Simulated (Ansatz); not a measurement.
Method: DFT PBEsol, scalar-relativistic, plane waves, PAW (Ansatz 0.2.0).

Cutoff 420 eV; k points 6×6×6 on the computed 4-atom cell (Γ-centred); Gaussian smearing, width 0.02 eV; no spin polarisation.

Structure with the computed forces (eV/Å) in the last three columns:

```xyz
4
Lattice="0.0000 11.6917 3.0343 3.1261 0.0000 3.0343 3.1261 11.6917 0.0000" Properties=species:S:1:pos:R:3:forces:R:3 pbc="T T T" pressure_GPa=2.09
Pb    3.1261    4.4019    3.0926    0.0000   -1.4760   -0.1640
Pb    3.1261   18.9814    3.0926    0.0000    1.4760   -0.1640
Se    3.1261   16.4335    2.8728    0.0000   -1.7050    0.1640
Se    3.1261    6.9499    2.8728    0.0000    1.7050    0.1640
```

Stress tensor (GPa, compression positive):

```
-1.04  0.00  0.00
 0.00  5.80  0.00
 0.00  0.00  1.51
```

Spin–orbit coupling is left out, which can shift energies with elements as heavy as these. The cell holds layers, and where no dispersion correction was added their binding is poorly described.

This form isn't the usual stable structure of the compound.